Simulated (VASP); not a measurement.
A run of VASP 6.6.1:

The input POSCAR:

```
Bi
1.0
   -1.9681319396      1.9681319396      1.9681319396
    1.9681319396     -1.9681319396      1.9681319396
    1.9681319396      1.9681319396     -1.9681319396
Bi
1
Direct
    0.0000000000      0.0000000000      0.0000000000
```

Contents of INCAR.step1:

```
PREC = Accurate
ENCUT = 520
EDIFF = 1E-5
ISMEAR = -1
SIGMA = 0.05
LREAL = False
LASPH = True
NELM = 100
ALGO = Normal
ISIF = 2
LWAVE = True
LCHARG = False
NBANDS = 14
GGA = PE
```

The input INCAR.step2:

```
PREC = Accurate
ENCUT = 520
EDIFF = 1E-6
ISMEAR = -1
SIGMA = 0.05
LREAL = False
LASPH = True
NELM = 100
ALGO = Normal
ISIF = 2
LWAVE = False
LCHARG = False
GGA = B5
LHFCALC = True
AEXX = 0.2
AGGAX = 0.72
AGGAC = 0.81
ALDAC = 0.19
PRECFOCK = Normal
HFRCUT = -1
NBANDS = 14
ISTART = 1
```

KPOINTS

```
Automatic mesh
0
Gamma
  5 5 5
```

Potentials or basis: VASP PAW PBE potentials, release 64 (Bi_d).

Launch:

```console
$ cat potpaw_PBE.64/Bi_d/POTCAR > POTCAR
$ cp INCAR.step1 INCAR
$ mpirun -np 1 vasp_std > vasp.out
$ cp INCAR.step2 INCAR
$ mpirun -np 1 vasp_std > vasp.out
```

Hardware: 1 thread of Intel(R) Xeon(R) Platinum 8488C (Sapphire Rapids), with other jobs on the host.

Question: How long does it take, and how much memory?

Answer: It took 7.7 min on 1 thread of Intel(R) Xeon(R) Platinum 8488C (Sapphire Rapids), on a shared host, peak memory 0.16 GiB. Counts: scf iterations 11, k points 10.
